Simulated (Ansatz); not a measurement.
**Zr2N: convergence and cost**

Aim, for Zr2N: relax the cell with several choices of k mesh.

Computed with Ansatz 0.2.0 (DFT r2SCAN, scalar-relativistic, plane waves, PAW, unless a step's input says otherwise).

1 further run of the same task is left out (set aside as unsound or not needed). Runs told in other sessions of the task aren't counted.

### Step 1. Starting point

The structure is tetragonal, space group P4_2/mnm (No. 136). Conventional cell: a = 5.413 Å, b = 5.413 Å, c = 3.308 Å, α = 90.00°, β = 90.00°, γ = 90.00°. Around Zr (site symmetry m2m) lie 3 N at 2.27 Å. Around N (site symmetry mmm) lie 6 Zr at 2.27 Å.

Structure file:

```
CELL_PARAMETERS angstrom
5.41300 0.00000 0.00000
0.00000 5.41300 0.00000
0.00000 0.00000 3.30779
ATOMIC_POSITIONS crystal
Zr 0.29613 0.29613 0.00000
Zr 0.70387 0.70387 0.00000
Zr 0.79613 0.20387 0.50000
Zr 0.20387 0.79613 0.50000
N 0.00000 0.00000 0.00000
N 0.50000 0.50000 0.50000
```

The structure comes from the Materials Project (structure only); it is used as listed.

### Step 2. The base run, which the others are set against

Contents of input.yaml:

```yaml
crystal:
  lattice:
    - [5.41300273, 0.0, 0.0]
    - [0.0, 5.41300273, 0.0]
    - [0.0, 0.0, 3.30778919]
  atoms:
    - { symbol: Zr, position: [0.29612546, 0.29612546, 0.0] }
    - { symbol: Zr, position: [0.70387454, 0.70387454, 0.0] }
    - { symbol: Zr, position: [0.79612546, 0.20387454, 0.5] }
    - { symbol: Zr, position: [0.20387454, 0.79612546, 0.5] }
    - { symbol: "N", position: [0.0, 0.0, 0.0] }
    - { symbol: "N", position: [0.5, 0.5, 0.5] }
basis:
  ecutwfc: 500
kpoints:
  mp_grid: { grid: [8, 8, 10] }
hamiltonian:
  xc: r2scan
scf:
  occupations: { method: gaussian, width: 0.1 }
output:
  forces: true
  stress: true
  eigenvalues: true
  populations: true
```

Its results, from an earlier run: -2926.3423 eV/atom at zero smearing, pressure -0.20 GPa, largest force 0.040 eV/Å, no gap on the mesh, in 8 SCF cycles and 41 s.

### Step 3. Relaxing with k mesh 1×1×1

Contents of input.yaml:

```yaml
crystal:
  lattice:
    - [5.41300273, 0.0, 0.0]
    - [0.0, 5.41300273, 0.0]
    - [0.0, 0.0, 3.30778919]
  atoms:
    - { symbol: Zr, position: [0.29612546, 0.29612546, 0.0] }
    - { symbol: Zr, position: [0.70387454, 0.70387454, 0.0] }
    - { symbol: Zr, position: [0.79612546, 0.20387454, 0.5] }
    - { symbol: Zr, position: [0.20387454, 0.79612546, 0.5] }
    - { symbol: "N", position: [0.0, 0.0, 0.0] }
    - { symbol: "N", position: [0.5, 0.5, 0.5] }
basis:
  ecutwfc: 500
kpoints:
  mp_grid: { grid: [1, 1, 1] }
hamiltonian:
  xc: r2scan
scf:
  occupations: { method: gaussian, width: 0.1 }
output:
  forces: true
  stress: true
  eigenvalues: true
relax:
  adjacent_minimum: "off"
  f_tol: 0.01
  max_steps: 60
  cell: { stress_tol: 0.05 }
```

On the command line:

```console
ansatz run input.yaml --threads 1 --pin off --max-ram 2560MiB --backend cpu --events-out ev --progress --plain --runs-dir out
```

### Step 4. Relaxing with k mesh 1×1×2

input.yaml: that of step 3 with these lines changed.

```diff
@@ -15,3 +15,3 @@
 kpoints:
-  mp_grid: { grid: [1, 1, 1] }
+  mp_grid: { grid: [1, 1, 2] }
 hamiltonian:
```

### Step 5. Relaxing with k mesh 2×2×4

input.yaml: that of step 4 with these lines changed.

```diff
@@ -15,3 +15,3 @@
 kpoints:
-  mp_grid: { grid: [1, 1, 2] }
+  mp_grid: { grid: [2, 2, 4] }
 hamiltonian:
```

### Step 6. Relaxation, k mesh: 4×4×4

input.yaml: that of step 5 with these lines changed.

```diff
@@ -15,3 +15,3 @@
 kpoints:
-  mp_grid: { grid: [2, 2, 4] }
+  mp_grid: { grid: [4, 4, 4] }
 hamiltonian:
```

### Step 7. Relaxation, k mesh: 4×4×6

input.yaml: that of step 6 with these lines changed.

```diff
@@ -15,3 +15,3 @@
 kpoints:
-  mp_grid: { grid: [4, 4, 4] }
+  mp_grid: { grid: [4, 4, 6] }
 hamiltonian:
```

### Step 8. Relaxation, k mesh: 4×4×8

input.yaml: that of step 7 with these lines changed.

```diff
@@ -15,3 +15,3 @@
 kpoints:
-  mp_grid: { grid: [4, 4, 6] }
+  mp_grid: { grid: [4, 4, 8] }
 hamiltonian:
```

(Steps that only read results are left out.)

**Question.** What does this series show? Wanted: relaxed volume by k mesh.

As calculated:

| quantity | value |
| --- | --- |
| relaxed volume by k mesh (Å³/atom) | 1×1×1: 15.16; 1×1×2: 16.89; 2×2×4: 16.07; 4×4×4: 16.15; 4×4×6: 16.13; 4×4×8: 16.14; 8×8×10: 16.14 |

**Reading.** The relaxed volumes span 11.4 %. From 2×2×4 on the volume holds to 0.5 %, at 0.14 of the time of the best run.
